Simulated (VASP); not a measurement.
# BAs (F-43m) in VASP: a series of runs, part 2 of 2

VASP 6.6.1. The steps go on from the part before.

### 4 G0W0 quasiparticle levels, PBE

The input, POSCAR:

```
BAs
1.0
    0.0000000000      2.3885000000      2.3885000000
    2.3885000000      0.0000000000      2.3885000000
    2.3885000000      2.3885000000      0.0000000000
As B
1 1
Direct
    0.7500000000      0.7500000000      0.7500000000
    0.0000000000      0.0000000000      0.0000000000
```

The input, INCAR.step1:

```
SYSTEM = BAs
PREC = Accurate
ENCUT = 450
EDIFF = 1E-8
ISMEAR = 0
SIGMA = 0.01
LREAL = .False.
LASPH = .True.
NELM = 100
ALGO = Fast
LWAVE = .True.
LCHARG = .False.
GGA = PE
```

The input, INCAR.step2:

```
SYSTEM = BAs
PREC = Accurate
ENCUT = 450
EDIFF = 1E-8
ISMEAR = 0
SIGMA = 0.01
LREAL = .False.
LASPH = .True.
NELM = 1
ALGO = Exact
LWAVE = .True.
LCHARG = .False.
GGA = PE
NBANDS = 36
LOPTICS = .True.
ISTART = 1
```

The input, INCAR.step3:

```
SYSTEM = BAs
PREC = Accurate
ENCUT = 450
EDIFF = 1E-8
ISMEAR = 0
SIGMA = 0.01
LREAL = .False.
LASPH = .True.
ALGO = EVGW0
LWAVE = .False.
LCHARG = .False.
GGA = PE
NELMGW = 1
NBANDS = 36
ENCUTGW = 75
NOMEGA = 48
PRECFOCK = Fast
ISTART = 1
NBANDSGW = 12
```

The input, KPOINTS:

```
Automatic mesh
0
Gamma
  3 3 3
  0 0 0
```

Potentials or basis: VASP PAW PBE potentials, release 64 (As_GW, B_GW).

Launch:

```bash
> cat potpaw_PBE.64/As_GW/POTCAR potpaw_PBE.64/B_GW/POTCAR > POTCAR
> cp INCAR.step1 INCAR
> mpirun -np 1 vasp_std > vasp.out
> cp INCAR.step2 INCAR
> mpirun -np 1 vasp_std > vasp.out
> cp INCAR.step3 INCAR
> mpirun -np 1 vasp_std > vasp.out
```

OUTCAR:

```text
SYSTEM = BAs
   PREC = Accurate
   ENCUT = 450
   EDIFF = 1E-8
   ISMEAR = 0
   LREAL = .False.
   LASPH = .True.
   GGA = PE
   NELMGW = 1
   ENCUTGW = 75
   PRECFOCK = Fast
   ISTART = 1

 Found      4 irreducible k-points:

 Following reciprocal coordinates:
            Coordinates               Weight
  0.000000  0.000000  0.000000      1.000000
  0.333333  0.000000  0.000000      8.000000
  0.333333  0.333333  0.000000      6.000000
 -0.333333  0.333333  0.000000     12.000000
   k-points           NKPTS =      4   k-points in BZ     NKDIM =     27   number of bands    NBANDS=     36
   number of dos      NEDOS =    301   number of ions     NIONS =      2
   total plane-waves  NPLWV =  13824
   dimension x,y,z NGX =    24 NGY =   24 NGZ =   24
   dimension x,y,z NGXF=    48 NGYF=   48 NGZF=   48
   ions per type =               1   1
   NGX,Y,Z   is equivalent  to a cutoff of  11.81, 11.81, 11.81 a.u.
   NGXF,Y,Z  is equivalent  to a cutoff of  23.62, 23.62, 23.62 a.u.
 SYSTEM =  BAs
[... 54 lines left out ...]
   NKREDLFX            =     1    NKREDLFY  =   1   NKREDLFZ  =   1
 non-spin polarized calculation
 Gauss-broadening in eV      SIGMA  =   0.01
  energy-cutoff  :      450.00
  volume of cell :       27.25
 maximum number of plane-waves:       609
  NGX = 14; NGY = 14; NGZ = 14
   NGX = 11   NGY = 11   NGZ = 11
 maximum number of plane-waves:        51
 NGX is ok and might be reduce to    10

 QP shifts <psi_nk| G(iteration)W_0 |psi_nk>: iteration 1
 for sc-GW calculations column KS-energies equals QP-energies in previous step
 and V_xc(KS)=  KS-energies - (<T + V_ion + V_H > + <T+V_H+V_ion>^1  + <V_x>^1)

 k-point   1 :       0.0000    0.0000    0.0000
  band No.  KS-energies  QP-energies   sigma(KS)   V_xc(KS)     V^pw_x(r,r')   Z            occupation Imag(sigma)

      1      -9.1660      -9.6891     -12.3540     -11.6436     -19.5361       0.7363       2.0000       1.3228
      2       6.2712       6.2099     -12.6897     -12.6127     -14.7586       0.7965       2.0000       0.0758
      3       6.2712       6.2099     -12.6897     -12.6127     -14.7586       0.7965       2.0000       0.0758
      4       6.2712       6.2099     -12.6897     -12.6127     -14.7586       0.7965       2.0000       0.0758
      5       9.5022      10.1321     -10.5793     -11.3720      -6.3473       0.7946       0.0000      -0.1102
      6       9.5022      10.1321     -10.5793     -11.3720      -6.3473       0.7946       0.0000      -0.1102
      7       9.5022      10.1321     -10.5793     -11.3720      -6.3473       0.7946       0.0000      -0.1102
      8      10.9398      11.9089     -11.3437     -12.6009      -6.1731       0.7708       0.0000      -0.1754
      9      15.8266      15.9745      -8.6225      -8.8101      -2.9261       0.7886       0.0000      -0.3339
     10      19.1544      19.5573      -9.8881     -10.4036      -4.3233       0.7814       0.0000      -0.3235
     11      19.1544      19.5573      -9.8881     -10.4036      -4.3233       0.7814       0.0000      -0.3235
     12      20.5662      20.7414      -8.7411      -8.9570      -2.4337       0.8114       0.0000      -0.7093
[... 36 lines left out ...]
      1      -5.3389      -5.6573     -12.6750     -12.2478     -18.4720       0.7452       2.0000       0.7272
      2      -1.6114      -2.0851     -12.5959     -11.9691     -17.1029       0.7557       2.0000       0.4108
      3       0.1557      -0.2817     -11.5652     -11.0017     -14.8096       0.7762       2.0000       0.2130
      4       3.1963       2.9548     -12.3216     -12.0124     -15.0695       0.7813       2.0000       0.1213
      5       8.7106       9.0569      -9.8330     -10.2680      -5.4294       0.7959       0.0000      -0.1042
      6      13.5084      14.3157     -10.6406     -11.6901      -5.1125       0.7691       0.0000      -0.2453
      7      14.3617      15.1605     -10.6804     -11.7081      -5.1334       0.7773       0.0000      -0.2903
      8      15.6007      16.3070     -10.7889     -11.7060      -4.9689       0.7702       0.0000      -0.3443
      9      15.7170      16.1601      -9.8200     -10.3779      -4.5681       0.7943       0.0000      -0.2609
     10      18.3558      18.6944      -9.5615      -9.9829      -4.0989       0.8034       0.0000      -0.3673
     11      23.1158      23.8561     -10.3201     -11.3129      -3.3076       0.7457       0.0000      -0.8238
     12      24.7319      25.0289      -8.9211      -9.3001      -2.4061       0.7836       0.0000      -0.8049
```

OUTCAR.step1:

```text
SYSTEM = BAs
   PREC = Accurate
   ENCUT = 450
   EDIFF = 1E-8
   ISMEAR = 0
   LREAL = .False.
   LASPH = .True.
[... 151 lines left out ...]
      3.58275      3.58275      3.58275        -0.000000     -0.000000      0.000000
      0.00000      0.00000      0.00000         0.000000      0.000000     -0.000000
 -----------------------------------------------------------------------------------
    total drift:                               -0.000000     -0.000000     -0.000000

  FREE ENERGIE OF THE ION-ELECTRON SYSTEM (eV)
  ---------------------------------------------------
  free  energy   TOTEN  =       -10.7745355402 eV

  energy  without entropy=      -10.7745355402  energy(sigma->0) =      -10.77453554
```

OUTCAR.step2:

```text
SYSTEM = BAs
   PREC = Accurate
   ENCUT = 450
   EDIFF = 1E-8
[... 518 lines left out ...]
  --------------------------------------------------------------------------------------------------------------
     0.00000    20.97954    20.97954    20.97954    -0.00000    -0.00000     0.00000
     0.85202    21.73380    21.73380    21.73380    -0.00000    -0.00000     0.00000
     1.70405    24.54382    24.54382    24.54382    -0.00000    -0.00000     0.00000
     2.55607    32.90361    32.90361    32.90361    -0.00000    -0.00000     0.00000
     3.40809     6.57387     6.57387     6.57387    -0.00000    -0.00000     0.00000
     4.26011    87.64019    87.64019    87.64019    -0.00000    -0.00000     0.00000
[... 92 lines left out ...]
    83.49824     0.91606     0.91606     0.91606     0.00000     0.00000    -0.00000
    84.35026     0.91780     0.91780     0.91780     0.00000     0.00000    -0.00000
```

Wall time 6.7 s (1 thread of Intel Xeon 6975P-C (Granite Rapids), shared host); peak memory 0.18 GiB.

These settings aren't checked as converged: the numbers below hold their error.

Results:

* Band gap on the k mesh, mean-field level: 1.24 eV, indirect (least direct gap 3.23 eV)
* Quasiparticle gap: 1.62 eV
* Least direct quasiparticle gap: 3.92 eV

Caveat: the k mesh is coarse (spacing up to 0.76 Å⁻¹), so the values aren't converged; bands, screening cutoff and mesh are small and nothing is extrapolated, so the quasiparticle values aren't converged; an odd mesh through Γ misses points on the zone boundary, where band edges often lie.

### 5 G0W0 quasiparticle levels, PBE

POSCAR is that of step 4.

INCAR.step1 is that of step 4.

Edit INCAR.step2 of step 4 so:

```diff
@@ -13,3 +13,3 @@
 GGA = PE
-NBANDS = 36
+NBANDS = 20
 LOPTICS = .True.
```

Edit INCAR.step3 of step 4 so:

```diff
@@ -13,4 +13,4 @@
 NELMGW = 1
-NBANDS = 36
-ENCUTGW = 75
+NBANDS = 20
+ENCUTGW = 200
 NOMEGA = 48
```

KPOINTS is that of step 4.

Potentials or basis: VASP PAW PBE potentials, release 64 (As_GW, B_GW).

Launch:

```bash
> cat potpaw_PBE.64/As_GW/POTCAR potpaw_PBE.64/B_GW/POTCAR > POTCAR
> cp INCAR.step1 INCAR
> mpirun -np 1 vasp_std > vasp.out
> cp INCAR.step2 INCAR
> mpirun -np 1 vasp_std > vasp.out
> cp INCAR.step3 INCAR
> mpirun -np 1 vasp_std > vasp.out
```

OUTCAR:

```text
SYSTEM = BAs
   PREC = Accurate
   ENCUT = 450
   EDIFF = 1E-8
   ISMEAR = 0
   LREAL = .False.
   LASPH = .True.
   GGA = PE
   NELMGW = 1
   ENCUTGW = 200
   PRECFOCK = Fast
   ISTART = 1

 Found      4 irreducible k-points:

 Following reciprocal coordinates:
            Coordinates               Weight
  0.000000  0.000000  0.000000      1.000000
  0.333333  0.000000  0.000000      8.000000
  0.333333  0.333333  0.000000      6.000000
 -0.333333  0.333333  0.000000     12.000000
   k-points           NKPTS =      4   k-points in BZ     NKDIM =     27   number of bands    NBANDS=     20
   number of dos      NEDOS =    301   number of ions     NIONS =      2
   total plane-waves  NPLWV =  13824
   dimension x,y,z NGX =    24 NGY =   24 NGZ =   24
   dimension x,y,z NGXF=    48 NGYF=   48 NGZF=   48
   ions per type =               1   1
   NGX,Y,Z   is equivalent  to a cutoff of  11.81, 11.81, 11.81 a.u.
   NGXF,Y,Z  is equivalent  to a cutoff of  23.62, 23.62, 23.62 a.u.
 SYSTEM =  BAs
   PREC   = accura    normal or accurate (medium, high low for compatibility)
   ISTART =      1    job   : 0-new  1-cont  2-samecut
   ICHARG =      0    charge: 1-file 2-atom 10-const
   ISPIN  =      1    spin polarized calculation?
   LNONCOLLINEAR =      F non collinear calculations
   LSORBIT =      F    spin-orbit coupling
   LASPH  =      T    aspherical Exc in radial PAW
   ENCUT  =  450.0 eV  33.07 Ry    5.75 a.u.   5.84  5.84  5.84*2*pi/ulx,y,z
   NELM   =     60;   NELMIN=  2; NELMDL=  0     # of ELM steps
   EDIFF  = 0.1E-07   stopping-criterion for ELM
   LREAL  =      F    real-space projection
   EDIFFG = 0.1E-06   stopping-criterion for IOM
   NSW    =      0    number of steps for IOM
   IBRION =     -1    ionic relax: 0-MD 1-quasi-New 2-CG
   NFREE  =      0    steps in history (QN), initial steepest desc. (CG)
   ISIF   =      0    stress and relaxation
   ISYM   =      3    0-nonsym 1-usesym 2-fastsym
   POTIM  = 0.5000    time-step for ionic-motion
   TEBEG  =    0.0;   TEEND  =   0.0 temperature during run
   PSTRESS=    0.0 pullay stress
   NELECT =       8.0000    total number of electrons
   NUPDOWN=      -1.0000    fix difference up-down
   EMIN   =  10.00;   EMAX   =-10.00  energy-range for DOS
   EFERMI =   0.00;   METHOD = LEGACY
   ISMEAR =     0;   SIGMA  =   0.01  broadening in eV -4-tet -1-fermi 0-gaus
   EFERMI_NEDOS =   21; number of points for ismear=-14 and -15
   IALGO  =     38    algorithm
   IMIX   =      4    mixing-type and parameters
     AMIX     =   0.40;   BMIX     =  1.00
     AMIX_MAG =   1.60;   BMIX_MAG =  1.00
  volume/ion in A,a.u.               =      13.63        91.95
  Fermi-wavevector in a.u.,A,eV,Ry     =   1.088018  2.056057 16.106360  1.183784
  Thomas-Fermi vector in A             =   2.224191
   LORBIT       =      0    0 simple, 1 ext, 2 COOP (PROOUT), +10 PAW based schemes
   GGA     = PE    functional components
   LHFCALC =     T    Hartree Fock is set to
   PRECFOCK=fast      Normal, Fast or Accurate (Low or Medium for compatibility)
   ENCUT4O =  -1.0   cutoff for four orbital integrals eV
   NKREDX  =     1    reduce k-point grid by
   NKREDY  =     1    reduce k-point grid by
   NKREDZ  =     1    reduce k-point grid by
   AEXX    =    1.0000 exact exchange contribution
   HFSCREEN=    0.0000 screening length (either q_TF or 0.3 A-1)
   HFSCREENC=   0.0000 screening length for correlation (either q_TF or 0.3 A-1)
   ENCUTFOCK=  -1.0 apply spherical cutoff to Coloumb kernel
   IVDW    =     0    specifies the selected vdW correction
   LEPSILON=     F    determine dielectric tensor
   LRPA    =     F    only Hartree local field effects (RPA)
   LRPAFORCE           =     F    calculate RPA forces
   ENCUTGW             = 200.0    cutoff for response function in eV
   ENCUTGWSOFT         = 160.0    soft cutoff for Coulomb kernel in GW response function in eV
   ENCUTLF             =  -1.0    cutoff for local field effects
   NELMGW              =     1    number of iterations in solving QP/BSE equation
   NELMHF              =     1    number of iterations in the inner HF iteration
   NKREDLFX            =     1    NKREDLFY  =   1   NKREDLFZ  =   1
 non-spin polarized calculation
 Gauss-broadening in eV      SIGMA  =   0.01
  energy-cutoff  :      450.00
  volume of cell :       27.25
 maximum number of plane-waves:       609
  NGX = 14; NGY = 14; NGZ = 14
   NGX = 11   NGY = 11   NGZ = 11
 maximum number of plane-waves:       176

 QP shifts <psi_nk| G(iteration)W_0 |psi_nk>: iteration 1
 for sc-GW calculations column KS-energies equals QP-energies in previous step
 and V_xc(KS)=  KS-energies - (<T + V_ion + V_H > + <T+V_H+V_ion>^1  + <V_x>^1)

 k-point   1 :       0.0000    0.0000    0.0000
  band No.  KS-energies  QP-energies   sigma(KS)   V_xc(KS)     V^pw_x(r,r')   Z            occupation Imag(sigma)

      1      -9.1660      -9.5288     -12.1387     -11.6436     -19.5361       0.7328       2.0000       1.3903
      2       6.2712       6.4259     -12.4187     -12.6127     -14.7586       0.7969       2.0000       0.0924
      3       6.2712       6.4259     -12.4187     -12.6127     -14.7586       0.7969       2.0000       0.0924
      4       6.2712       6.4259     -12.4187     -12.6127     -14.7586       0.7969       2.0000       0.0924
      5       9.5022      10.4690     -10.1559     -11.3720      -6.3473       0.7950       0.0000      -0.0926
      6       9.5022      10.4690     -10.1559     -11.3720      -6.3473       0.7950       0.0000      -0.0926
      7       9.5022      10.4690     -10.1559     -11.3720      -6.3473       0.7950       0.0000      -0.0926
      8      10.9398      12.2095     -10.9539     -12.6009      -6.1731       0.7709       0.0000      -0.1743
      9      15.8266      16.3530      -8.1489      -8.8101      -2.9261       0.7961       0.0000      -0.3301
     10      19.1544      20.0989      -9.2048     -10.4036      -4.3233       0.7879       0.0000      -0.3297
     11      19.1544      20.0989      -9.2048     -10.4036      -4.3233       0.7879       0.0000      -0.3297
     12      20.5662      21.3252      -8.0372      -8.9570      -2.4337       0.8251       0.0000      -0.7429

 k-point   2 :       0.3333    0.0000    0.0000
  band No.  KS-energies  QP-energies   sigma(KS)   V_xc(KS)     V^pw_x(r,r')   Z            occupation Imag(sigma)

      1      -7.4438      -7.7451     -12.2642     -11.8436     -19.0407       0.7165       2.0000       1.0512
      2      -0.4983      -0.7155     -11.8927     -11.6070     -15.9378       0.7602       2.0000       0.3079
      3       4.7430       4.8171     -12.2493     -12.3430     -14.8961       0.7909       2.0000       0.1062
      4       4.7430       4.8171     -12.2493     -12.3430     -14.8961       0.7909       2.0000       0.1062
      5       9.1089      10.0451     -10.3986     -11.5888      -6.3177       0.7866       0.0000      -0.1074
      6      11.0558      12.0085      -9.9520     -11.1535      -5.7665       0.7930       0.0000      -0.1327
      7      11.0558      12.0085      -9.9520     -11.1535      -5.7665       0.7930       0.0000      -0.1327
      8      14.9422      15.8728      -9.5246     -10.7376      -4.0880       0.7673       0.0000      -0.3155
      9      17.7374      18.5067      -8.5853      -9.5446      -3.2345       0.8019       0.0000      -0.4249
     10      18.2375      19.1242      -9.0072     -10.1138      -3.9604       0.8013       0.0000      -0.4010
     11      18.2375      19.1242      -9.0072     -10.1138      -3.9604       0.8013       0.0000      -0.4010
     12      22.4274      23.5431      -9.1631     -10.6212      -3.1758       0.7651       0.0000      -0.7250

 k-point   3 :       0.3333    0.3333    0.0000
  band No.  KS-energies  QP-energies   sigma(KS)   V_xc(KS)     V^pw_x(r,r')   Z            occupation Imag(sigma)

      1      -6.8219      -7.1377     -12.3106     -11.8843     -18.8100       0.7407       2.0000       0.9695
      2       0.3098       0.1655     -12.4587     -12.2710     -16.3876       0.7689       2.0000       0.2708
      3       2.7881       2.7215     -11.9796     -11.8942     -15.0922       0.7793       2.0000       0.1432
      4       2.7881       2.7215     -11.9796     -11.8942     -15.0922       0.7793       2.0000       0.1432
      5       7.5068       8.1314      -9.5737     -10.3531      -5.8545       0.8013       0.0000      -0.0811
      6       9.3531       9.9673      -9.1390      -9.9074      -4.9282       0.7993       0.0000      -0.1062
      7      15.3960      16.6580     -10.4599     -12.0870      -5.2820       0.7756       0.0000      -0.3334
      8      15.3960      16.6580     -10.4599     -12.0870      -5.2820       0.7756       0.0000      -0.3334
      9      17.7541      18.9290     -10.1507     -11.6706      -4.4117       0.7731       0.0000      -0.4653
     10      21.8032      22.8921      -9.0911     -10.4634      -3.8834       0.7935       0.0000      -0.5706
     11      22.0290      23.1621      -9.0985     -10.5747      -3.3072       0.7676       0.0000      -0.6814
     12      25.5856      26.5276      -8.4738      -9.6682      -2.5477       0.7887       0.0000      -1.0220

 k-point   4 :      -0.3333    0.3333    0.0000
  band No.  KS-energies  QP-energies   sigma(KS)   V_xc(KS)     V^pw_x(r,r')   Z            occupation Imag(sigma)

      1      -5.3389      -5.5076     -12.4745     -12.2478     -18.4720       0.7437       2.0000       0.7560
      2      -1.6114      -1.9302     -12.3902     -11.9691     -17.1029       0.7570       2.0000       0.4341
      3       0.1557      -0.0896     -11.3173     -11.0017     -14.8096       0.7775       2.0000       0.2286
      4       3.1963       3.1602     -12.0586     -12.0124     -15.0695       0.7828       2.0000       0.1310
      5       8.7106       9.3720      -9.4396     -10.2680      -5.4294       0.7984       0.0000      -0.0957
      6      13.5084      14.6716     -10.1870     -11.6901      -5.1125       0.7738       0.0000      -0.2461
      7      14.3617      15.5673     -10.1753     -11.7081      -5.1334       0.7866       0.0000      -0.2972
      8      15.6007      16.6802     -10.3070     -11.7060      -4.9689       0.7717       0.0000      -0.3539
      9      15.7170      16.5393      -9.3461     -10.3779      -4.5681       0.7970       0.0000      -0.2643
     10      18.3558      19.1877      -8.9560      -9.9829      -4.0989       0.8102       0.0000      -0.3756
     11      23.1158      24.3232      -9.7057     -11.3129      -3.3076       0.7513       0.0000      -0.8698
     12      24.7319      25.6574      -8.1347      -9.3001      -2.4061       0.7942       0.0000      -0.8268
```

Wall time 7.2 s (1 thread of Intel Xeon 6975P-C (Granite Rapids), shared host); peak memory 0.17 GiB.

These settings aren't checked as converged: the numbers below hold their error.

What came out:

| Quantity | Value |
| --- | --- |
| Band gap on the k mesh, mean-field level | 1.24 eV, indirect (least direct gap 3.23 eV) |
| Quasiparticle gap | 1.71 eV |
| Least direct quasiparticle gap | 4.04 eV |

Caveat: the k mesh is coarse (spacing up to 0.76 Å⁻¹), so the values aren't converged; bands, screening cutoff and mesh are small and nothing is extrapolated, so the quasiparticle values aren't converged; an odd mesh through Γ misses points on the zone boundary, where band edges often lie.

### 6 The reference run

An earlier run on the cell as given: functional PBE; potentials or basis VASP PAW PBE potentials, release 64 (As, B); cutoff 520 eV; k mesh 10 × 10 × 10; occupations fermi-dirac, width 0.05 eV; no spin polarisation.

- Pressure: 3.4 GPa
- Band gap on the k mesh: 1.18 eV, indirect (least direct gap 3.28 eV)
